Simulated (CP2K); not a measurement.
Write the native input for CP2K 2026.2 that does the following.

```
Task                                : single point
Functional                          : PBE
Potentials or basis                 : POTENTIAL_UZH Ge GTH-PBE-q4; TZVP-MOLOPT-PBE-GTH basis
Density cutoff                      : 6123 eV
k mesh                              : 8 × 8 × 8
Occupations                         : gaussian, width 0.019 eV
Spin                                : no spin polarisation
SCF solver                          : diagonalisation with k points
Quickstep method                    : GPW
EPS_DEFAULT                         : 1.0E-10
EPS_SCF                             : 1.0E-6
MAX_SCF                             : 100
SCF_GUESS                           : ATOMIC
k points reduced by the point group : yes
Mesh centred on Gamma               : yes
CHOLESKY                            : OFF
EPS_EIGVAL                          : 1.0E-7
MIXING METHOD                       : BROYDEN_MIXING
MIXING ALPHA                        : 0.4
NBUFFER                             : 8
NGRIDS                              : 4
Basis sets                          : Ge TZVP-MOLOPT-PBE-GTH-q4
Potentials                          : Ge GTH-PBE-q4 of POTENTIAL_UZH
ADDED_MOS                           : [10]
REL_CUTOFF (Ry)                     : 60 Ry
MIXING BETA (1/bohr)                : 1.5 1/bohr
CUTOFF of the grids                 : 450 Ry
```

Crystal: Ge.

```xyz
2
Lattice="4.0007 0.0000 0.0000 2.0003 3.4647 0.0000 2.0003 1.1549 3.2665" Properties=species:S:1:pos:R:3 pbc="T T T"
Ge    6.0010    3.4647    2.4499
Ge    4.0007    2.3098    1.6333
```

These files were run (other wordings do the same):

ge_scf.inp

```
&GLOBAL
  PROJECT ge_scf
  RUN_TYPE ENERGY_FORCE
  PRINT_LEVEL LOW
&END GLOBAL
&FORCE_EVAL
  METHOD QS
  STRESS_TENSOR ANALYTICAL
  &DFT
    BASIS_SET_FILE_NAME BASIS_MOLOPT_UZH
    POTENTIAL_FILE_NAME POTENTIAL_UZH
    &MGRID
      CUTOFF 450
      REL_CUTOFF 60
      NGRIDS 4
    &END MGRID
    &QS
      METHOD GPW
      EPS_DEFAULT 1.0E-10
    &END QS
    &KPOINTS
      SCHEME MONKHORST-PACK 8 8 8
      GAMMA_CENTERED T
      SYMMETRY T
      SYMMETRY_BACKEND SPGLIB
    &END KPOINTS
    &SCF
      SCF_GUESS ATOMIC
      EPS_SCF 1.0E-6
      MAX_SCF 100
      ADDED_MOS 10
      CHOLESKY OFF
      EPS_EIGVAL 1.0E-7
      &DIAGONALIZATION ON
        ALGORITHM STANDARD
      &END DIAGONALIZATION
      &MIXING ON
        METHOD BROYDEN_MIXING
        ALPHA 0.4
        BETA 1.5
        NBUFFER 8
      &END MIXING
      &SMEAR ON
        METHOD GAUSSIAN
        SIGMA [eV] 0.019000000000000003
      &END SMEAR
    &END SCF
    &XC
      &XC_FUNCTIONAL
        &GGA_X_PBE
        &END GGA_X_PBE
        &GGA_C_PBE
        &END GGA_C_PBE
      &END XC_FUNCTIONAL
    &END XC
    &PRINT
      &KPOINTS ON
      &END KPOINTS
      &MULLIKEN ON
      &END MULLIKEN
      &MO ON
        ENERGIES T
        OCCUPATION_NUMBERS T
        &EACH
          QS_SCF 0
        &END EACH
        ADD_LAST NUMERIC
      &END MO
    &END PRINT
  &END DFT
  &SUBSYS
    &CELL
      ABC 4.0006828887 4.0006828887 4.0006828887
      ALPHA_BETA_GAMMA 59.9999999992 59.9999999995 59.9999999994
      PERIODIC XYZ
    &END CELL
    &COORD
      SCALED
      Ge  0.7500000000 0.7500000000 0.7500000000
      Ge  0.5000000000 0.5000000000 0.5000000000
    &END COORD
    &KIND Ge
      BASIS_SET TZVP-MOLOPT-PBE-GTH-q4
      POTENTIAL GTH-PBE-q4
    &END KIND
    &PRINT
      &ATOMIC_COORDINATES ON
      &END ATOMIC_COORDINATES
      &CELL ON
      &END CELL
    &END PRINT
  &END SUBSYS
  &PRINT
    &FORCES ON
    &END FORCES
    &STRESS_TENSOR ON
    &END STRESS_TENSOR
  &END PRINT
&END FORCE_EVAL
```

Potentials or basis: POTENTIAL_UZH Ge GTH-PBE-q4; TZVP-MOLOPT-PBE-GTH basis.

Launch:

```console
$ OMP_NUM_THREADS=1 cp2k.psmp -i ge_scf.inp -o ge_scf.out
```

It gave:

```yaml
Pressure: 3.9 GPa
Band_gap_on_the_k_mesh: 0.04 eV, direct
```

Caveat: the basis of atomic orbitals isn't converged, which shifts pressures, moduli and gaps.

Run time: 10 s on 1 thread of Arm Neoverse V2 (shared host), peak memory 0.26 GiB.
